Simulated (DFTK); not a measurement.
# Sn under changes of volume

One of the cells (33.803 Å³/atom); the others are scaled copies at fixed shape and fractional positions:

```
Sn
1.0
     0.00000    3.23334    3.23334
     3.23334    0.00000    3.23334
     3.23334    3.23334    0.00000
Sn
2
Direct
  0.75000 0.75000 0.75000
  0.50000 0.50000 0.50000
```

This isn't the form of Sn at room conditions, which is tetragonal (white tin).

| Item | Value |
| --- | --- |
| Program | DFTK 0.8.2 |
| Functional | PBEsol |
| Potentials or basis | PseudoDojo 0.4 stringent (PBEsol) |
| Cutoff | 1388 eV |
| k mesh | 4 × 4 × 4 |
| Occupations | fermi-dirac, width 0.05 eV |
| Spin | no spin polarisation |

```tsv
volume (Å³/atom)	energy over the lowest point (meV/atom)	pressure (GPa)
31.775	61.88	5.8
32.451	40.03	4.5
33.127	23.40	3.3
33.803	11.50	2.3
34.479	?	?
35.155	0.21	0.4
35.831	0.00	-0.4
```

Question: What does the run at 34.479 Å³/atom give?

Answer: Energy over the lowest point 3.91 meV/atom; pressure 1.3 GPa.

Worked out: A Birch-Murnaghan fit of order 3 (a polynomial in V^(-2/3)) to the other rows has its minimum at 35.53 Å³/atom with B0 = V·E''(V) = 41 GPa and B' = 4.1. It gives 3.91 meV/atom at 34.479 Å³/atom, against the run's 3.91, and -dE/dV = 1.3 GPa, against 1.3.

Energies are extrapolated to zero smearing.

Caveats: all runs use coarse meshes.
